## Reading a density of states

A density of states tells how many electron levels a crystal offers in each interval of energy. Split by atomic shell, it also shows which orbitals build those levels. In the table, zero energy is the Fermi level, which the program places in the middle of the gap. Negative energies are therefore filled and positive ones empty.

Density of states of wurtzite CdS (4-atom cell, a = 4.197 Å, c = 6.828 Å), computed with Ansatz 0.2.0 using PBE0 (plane-wave PAW, scalar-relativistic, no spin polarisation, cutoff 420 eV, Γ-centred 6×6×4 k mesh). Energies are relative to the Fermi level. Densities are tetrahedron-method averages over 0.2 eV bins; shell parts are Löwdin projections summed over sites.

| energy (eV) | density of states total (states/eV/cell) | DOS S 3p (states/eV/cell) | DOS Cd 5s (states/eV/cell) | DOS Cd 4d (states/eV/cell) | DOS S 3s (states/eV/cell) |
| --- | --- | --- | --- | --- | --- |
| -7.95 | 0 | 0 | 0 | 0.0000 | 0.0000 |
| -7.55 | 0 | 0 | 0 | 0.0000 | 0.0000 |
| -7.15 | 0 | 0 | 0 | 0.0000 | 0.0000 |
| -6.75 | 0 | 0 | 0 | 0.0000 | 0.0000 |
| -6.35 | 0 | 0 | 0 | 0.0000 | 0.0000 |
| -5.95 | 0 | 0 | 0 | 0.0000 | 0.0000 |
| -5.55 | 2.61 | 1.77 | 0.75 | 0.0500 | 0.0200 |
| -5.15 | 2.91 | 1.95 | 0.73 | 0.1000 | 0.0900 |
| -4.75 | 1.46 | 0.99 | 0.31 | 0.0600 | 0.0700 |
| -4.35 | 0.97 | 0.69 | 0.15 | 0.0500 | 0.0500 |
| -3.95 | 2.09 | 1.76 | 0.13 | 0.0800 | 0.0400 |
| -3.55 | 2.57 | 2.26 | 0.09 | 0.1000 | 0.0300 |
| -3.15 | 3.46 | 3.1 | 0.07 | 0.1300 | 0.0200 |
| -2.75 | 4.57 | 4.12 | 0.05 | 0.2000 | 0.0200 |
| -2.35 | 5.04 | 4.61 | 0.02 | 0.2400 | 0.0100 |
| -1.95 | 2.39 | 2.19 | 0 | 0.1300 | 0.0000 |
| -1.55 | 0.64 | 0.59 | 0 | 0.0400 | 0.0000 |
| -1.15 | 0 | 0 | 0 | 0.0000 | 0.0000 |
| -0.75 | 0 | 0 | 0 | 0.0000 | 0.0000 |
| -0.35 | 0 | 0 | 0 | 0.0000 | 0.0000 |
| 0.05 | 0 | 0 | 0 | 0.0000 | 0.0000 |
| 0.45 | 0 | 0 | 0 | 0.0000 | 0.0000 |
| 0.85 | 0 | 0 | 0 | 0.0000 | 0.0000 |
| 1.25 | 0 | 0 | 0 | 0.0000 | 0.0000 |
| 1.65 | 0.01 | 0 | 0 | 0.0000 | 0.0000 |
| 2.05 | 0.04 | 0 | 0.03 | 0.0000 | 0.0100 |
| 2.45 | 0.12 | 0.02 | 0.07 | 0.0000 | 0.0200 |
| 2.85 | 0.25 | 0.05 | 0.15 | 0.0000 | 0.0400 |
| 3.25 | 0.48 | 0.09 | 0.27 | 0.0000 | 0.0600 |
| 3.65 | 1.15 | 0.21 | 0.6 | 0.0000 | 0.1100 |
| 4.05 | 2.57 | 0.47 | 1.2 | 0.0000 | 0.1500 |
| 4.45 | 2.99 | 0.56 | 1.24 | 0.0000 | 0.1000 |
| 4.85 | 1.73 | 0.36 | 0.72 | 0.0000 | 0.0300 |
| 5.25 | 0.46 | 0.11 | 0.21 | 0.0000 | 0.0000 |
| 5.65 | 1.5 | 0.11 | 0.14 | 0.0000 | 0.0100 |

The seven questions below start with counting and end with the trustworthiness of single digits. The sums and ratios used in the answers are printed after the text.

## 1. How many electrons do the filled rows hold?

Each row stands for a stretch of 0.4 eV, so the sum of the total density times this spacing counts electrons. The result is 11.48 per cell. Six filled bands with two electrons each would hold 12, and the count falls 4 % short of that. The shortfall arises because each row averages over only 0.2 eV, half of the stretch it stands for. Sums over many rows are thus good to a few per cent.

## 2. Which atom owns which side of the gap?

Sulfur holds its outer electrons more tightly than cadmium does, so the filled bands in the table are mainly sulfur's. S 3p makes up 84 % of the density in the filled rows. Above the gap the largest listed part is Cd 5s, with 46 % of the density up to 5.25 eV.

The empty rows up to the dip at 5.25 eV hold 3.9 states, close to the four that two bands offer. The cell has two Cd atoms, so this is one band for each Cd 5s orbital. The Cd 5s share stays well below 100 % because these levels also contain sulfur orbitals and a part that no listed shell catches, presumably outer shells such as Cd 5p, which counts only in the total.

## 3. Why does Cd 5s fade towards the top of the filled bands?

Cd 5s contributes 29 % of the density at -5.55 eV, 6 % at -3.95 eV and only 0.4 % at -2.35 eV. The reason is the shape of the orbitals. A p orbital has a positive lobe on one side and a negative lobe on the other. Each S atom sits amid four Cd atoms at the corners of a near-regular tetrahedron.

At the zone centre the crystal wave has the same phase in every cell. When all Cd 5s orbitals also carry the same sign, their overlaps with a sulfur p orbital cancel: what one lobe gains, the other loses. The very top of the filled bands lies at the zone centre, and its S 3p levels therefore stay nearly free of Cd 5s. Where the signs of the Cd orbitals vary, either between the two Cd atoms of one cell or from cell to cell elsewhere in the zone, the cancellation fails, and bonding levels of S 3p and Cd 5s form at lower energy. Yet the two Cd 5s orbitals of a cell can pair with only two of its six S 3p combinations. The other four find no such partner and stay higher, with little Cd 5s, throughout the zone.

The bonding levels make up most of the group below the dip at -4.35 eV. Together with the row of the dip, this group holds 3.2 electrons, somewhat fewer than the four of two full bands. The main reason is that near the zone centre one of the two bands leaves the group and climbs above the row at -2.35 eV, as the computed levels show. Part of the deficit is also expected from the sparse rows of question 1.

The bottom of the empty bands obeys the same rule. There the Cd 5s orbitals are in phase, S 3p is largely shut out, and the round S 3s orbital can mix in. For S 3p this can hold only close to the edge, where the rows barely have the digits to show it: between 2.85 and 4.85 eV it already makes up about a fifth of the density. The S 3s share follows the rule more clearly: it is larger at 3.25 eV (12.5 %), nearer the edge, than at 4.45 eV (3.3 %).

## 4. What would change with selenium, or with a simpler functional?

The two edges of the gap belong mainly to different atoms, so a change of element moves them by different amounts. Selenium's outer p level lies higher than sulfur's. Replacing S by Se should therefore raise the filled edge more than it moves the Cd-dominated empty edge, and so narrow the gap. This is an argument from atomic levels, and it agrees with the well-known order of the two compounds.

The functional acts partly through Cd 4d. The filled rows contain only 0.47 electrons of this shell, a small admixture in the sulfur bands, since the 4d band itself lies deeper than the table reaches. Levels that mix repel each other, so the deeper 4d band pushes the S 3p top upwards. Semilocal functionals are known to place 4d too high, which strengthens this push, and to give much too small a gap in any case. The exact exchange in PBE0 lowers the 4d band and widens the gap, here to somewhat more than the measured value (question 5).

## 5. How wide is the gap?

The nearest rows with any density, at -1.55 and 1.65 eV, are 3.2 eV apart. The computed band edges are only 2.76 eV apart, and both lie at the zone centre. The rows exaggerate the gap because they are widely spaced: the true edges fall between a row with density and an empty one. On a plot, the faint start of the empty band would make the gap look wider still.

The difference matters where CdS serves as the thin window layer of a solar cell. Light with less energy than the gap passes through to the absorber beneath, while much of the more energetic light is absorbed in the window and lost. The band edges put the limit at 449 nm, whereas the row distance would put it at $1240/3.2 \approx 390$ nm and promise violet light that the layer in fact absorbs.

The measured gap is roughly 2.5 eV, which moves the limit to about 500 nm. The calculation leaves out spin-orbit coupling and the motion of the atoms, and it uses a cell that was not relaxed with this functional. The first two omissions are expected to leave the gap somewhat too wide. The cell works the other way: its pressure of about -1.3 GPa, though loosely converged, says it is stretched, and a smaller cell is expected to have a slightly wider gap. The remaining difference is therefore not a clean measure of the functional's error.

## 6. Why does the empty band start so faintly?

At -1.95 eV the density is about 60 times that at 2.05 eV, although both rows lie some 0.6 eV from their band edge (question 7 puts part of this factor down to the mesh). A band that climbs steeply passes through an energy interval quickly and leaves few levels in it. From the zone centre to the next in-plane mesh point the empty band rises by 1.13 eV, while the filled top falls by only 0.19 eV.

The cancellation of question 3 should account for much of this contrast. Away from the zone centre it is lifted, Cd 5s and S 3p begin to mix, and they push each other apart. The lower of the two Cd 5s bands is driven up steeply. On the sulfur side mainly the p orbital that points along the wave takes part and is driven down, while the two others stay nearly flat and crowd their levels close to the edge.

## 7. Can the first digits above the gap be trusted?

Close to its minimum a real band is shaped like a bowl, and the curvature of the bowl fixes the density. This gives a check on the first rows that uses no density from the table. For a bowl-shaped (parabolic) band

$$g(E)=\frac{V}{2\pi^2}\left(\frac{2m}{\hbar^2}\right)^{3/2}\sqrt{E-E_c},$$

where $g$ is the density of states with both spins, $V$ the cell volume, $m$ the effective mass of the electron and $E_c=1.381$ eV the band edge.

The mass follows from the rise of the band. The in-plane mesh step is $k=0.29$ Å$^{-1}$, over which a free electron would gain $3.8\times0.29^2\approx0.32$ eV. The band gains 1.13 eV, so the mass is $0.32/1.13\approx0.28$ of the free-electron mass. The same reasoning along the $c$ axis gives 0.24, and the average over directions is 0.26.

With $V=4\times26.04$ Å$^3$ the formula gives 0.05 states/eV/cell at 1.65 eV, where the table has 0.01. At 2.05 eV it gives 0.08 against 0.04. The mass is an average over a wide step. Along $c$ the band rises by 0.86 eV over the first step and by 0.89 eV over the second, where a bowl would rise three times as much as over the first, so the band straightens out and the true mass at the edge should be lighter. A value of 0.2 would lower the estimates by about a third, which still leaves the first row well below the bowl.

The likely culprit is the mesh. Between the band edge and 2.24 eV, the lowest level at any neighbouring mesh point, this band has no computed level, so both rows rest on interpolation. Tetrahedra join the mesh points by straight lines and turn the bowl into a pointed cone. In a cone the density grows as the square of the height above the edge, too slowly at first.

The growth between the two rows is compatible with this. From 1.65 to 2.05 eV a cone predicts growth by a factor of 6.2 and a bowl by 1.6. The printed values, allowing for their rounding, require at least 2.3. This rules out the plain bowl but is weak evidence for the cone, since a band that straightens out is also expected to grow faster than a bowl; the small size of the first row is the stronger sign. The faint start is thus real in kind, since even the bowl gives a density some 30 times below that at -1.95 eV, but its first digits describe the mesh more than the crystal. A denser mesh would be the remedy.

The analysis program printed:

```
electrons in valence rows, density times row spacing: 11.48
shortfall against 12 electrons in percent: 4.3
S 3p share of valence rows in percent: 83.7
Cd 5s share at -5.55 eV in percent: 28.74
Cd 5s share at -3.95 eV in percent: 6.22
Cd 5s share at -2.35 eV in percent: 0.3968
electrons in rows -5.55 to -4.35 eV: 3.18
Cd 4d electrons in valence rows: 0.472
Cd 4d share at -5.55 eV in percent: 1.916
Cd 4d share at -1.95 eV in percent: 5.439
states in conduction rows up to 5.25 eV: 3.92
Cd 5s share of conduction rows up to 5.25 eV in percent: 45.82
S 3s share at 3.25 eV in percent: 12.5
S 3s share at 4.45 eV in percent: 3.344
all listed shells, share of valence rows in percent: 97.04
all listed shells, share at 5.65 eV in percent: 17.33
gap from band edges in eV: 2.762
wavelength of light at this gap in nm: 449
distance between nearest filled and empty nonzero rows in eV: 3.2
density at -1.95 eV over density at 2.05 eV: 59.75
fall of valence top from zone centre to next in-plane mesh point in eV: 0.192
rise of conduction bottom over the same step in eV: 1.132
rough electron mass from mesh levels in free-electron masses: 0.2638
parabolic estimate at 1.65 eV in states/eV/cell: 0.04987
parabolic estimate at 2.05 eV in states/eV/cell: 0.07865
least ratio of densities at 2.05 and 1.65 eV that rounding allows: 2.333
ratio from square-root law: 1.577
ratio from linear tetrahedra, square law: 6.185
```
